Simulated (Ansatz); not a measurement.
Stability checks on a candidate for CdS

It was relaxed at this level from a cell as deposited in COD.

All numbers below come from Ansatz, DFT PBE, scalar-relativistic, plane waves, PAW. The final run on the 4-atom cell used 420 eV, a Γ-centred 12×12×4 mesh, 0.02 eV smearing and no spin polarisation.

```
Cd S
1.0
     4.19712    0.00000    0.00000
    -2.09856    3.63481    0.00000
     0.00000    0.00000    6.82790
Cd S
2 2
Direct
  0.33333 0.66667 0.00416
  0.66667 0.33333 0.50416
  0.33333 0.66667 0.38084
  0.66667 0.33333 0.88084
```

Formation energies are uncorrected and refer to the elements' standard structures at the same level.

Q: These tests were run: energy against the elements; phonons on a 2×2×1 q mesh; elastic tensor. What do they show?

A:

```tsv
test	result
energy against the elements	−0.660 eV/atom
phonons on a 2×2×1 q mesh	no imaginary mode on the mesh
elastic tensor	least eigenvalue 15 GPa
```

It fails none of these tests. Competing phases weren't compared here.

The reference form of S is held partly by dispersion forces, which this level lacks. The run for the phonons used a 12×12×4 k mesh. The run for the elastic tensor used a 12×12×4 k mesh.
